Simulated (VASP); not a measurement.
Here is a VASP 6.6.1 calculation.

The input POSCAR:

```
InP
1.0
    0.0000000000      2.9305000000      2.9305000000
    2.9305000000      0.0000000000      2.9305000000
    2.9305000000      2.9305000000      0.0000000000
In P
1 1
Direct
    0.0000000000      0.0000000000      0.0000000000
    0.7500000000      0.7500000000      0.7500000000
```

INCAR.step1

```
SYSTEM = InP
PREC = Accurate ; ENCUT = 520
ISMEAR = -1 ; SIGMA = 0.05
LREAL = .False. ; LASPH = .True.
NELM = 80 ; NBANDS = 16
GGA = PE ; ALGO = Normal
EDIFF = 1E-4 ; LWAVE = .True.
LCHARG = .False.
```

INCAR.step2

```
SYSTEM = InP
PREC = Accurate ; ENCUT = 520
EDIFF = 1E-6 ; ISMEAR = -1
SIGMA = 0.05 ; LREAL = .False.
LASPH = .True. ; NELM = 80
ALGO = Normal ; ISIF = 2
LWAVE = .False. ; LCHARG = .True.
METAGGA = R2SCAN ; LMIXTAU = .True.
LELF = .True. ; LVHAR = .True.
NBANDS = 16 ; ISTART = 1
```

Contents of KPOINTS:

```
regular mesh
0
Gamma
  8 8 8
  0 0 0
```

Potentials or basis: VASP PAW PBE potentials, release 64 (In_d, P).

Launch:

```sh
$ cat potpaw_PBE.64/In_d/POTCAR potpaw_PBE.64/P/POTCAR > POTCAR
$ cp INCAR.step1 INCAR
$ mpirun -np 1 vasp_std > vasp.out
$ cp INCAR.step2 INCAR
$ mpirun -np 1 vasp_std > vasp.out
```

**Question.** Estimate the band gap on the k mesh.

**Answer.** 1.17 eV, direct.

**Question.** Predict the pressure.

**Answer.** 1.6 GPa.

Caveat: the PAW data sets were made with another functional, which shifts forces and pressure a little; spin-orbit coupling is left out, which moves the levels of the heavy elements.

**Experimental background.**

From a printed reference work, data compilation, for a bulk crystal of InP at 1.6 K: band gap 1.4236 eV (direct).

Against the measured gap of InP, 1.4236 eV (direct; 1.6 K; a printed reference work, data compilation), the calculated 1.17 eV is off by -0.25 eV. Spin-orbit coupling on In is left out. The value is that of r2SCAN, without temperature or zero-point motion.
